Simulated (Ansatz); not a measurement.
The elements of this relaxed crystal are hidden behind letters.

```
lattice vectors (Å)
   0.0000    2.8686    2.8686
   2.8686    0.0000    2.8686
   2.8686    2.8686    0.0000
fractional positions
X 0.0000 0.0000 0.0000
Z 0.5000 0.5000 0.5000
```

All numbers below come from Ansatz 0.2.0, DFT PBE, scalar-relativistic, plane waves, PAW. Cutoff 420 eV, Γ-centred 16×16×16 mesh (2-atom cell), Gaussian smearing of 0.10 eV, no spin polarisation.

```
Space group                                 : Fm-3m (No. 225)
Conventional cell                           : a = 5.737 Å
Volume per atom                             : 23.61 Å³
Density                                     : 6.73 g/cm³
Energy over the elements                    : −0.49 eV/atom
Gap on the 16×16×16 mesh of the 2-atom cell : 0 eV (a metal)
```

Energies are uncorrected and count from the elements' standard states at the same level.

Problem. X is a d-block element of period 5 and Z is a p-block element of period 4. Which elements are they?

Solution. X = Cd, Z = Se, so the formula is CdSe, here in the rock salt type. Density times volume gives a mean mass of 6.73 × 23.61/1.6605 = 95.7 u per atom, and this set has 95.7 u. Among the elements that the hints allow, noble gases aside, only these give it. Cd has 6 Se at 2.87 Å; Se is surrounded by 6 Cd at 2.87 Å.

The zero gap may come from the functional, which often closes small gaps. A structure relaxed within its symmetry needn't be a true minimum. Another cell of CdSe relaxed alike, in F-43m (a Materials Project cell), lies 147 meV/atom lower, so this cell isn't the stable form at this level.
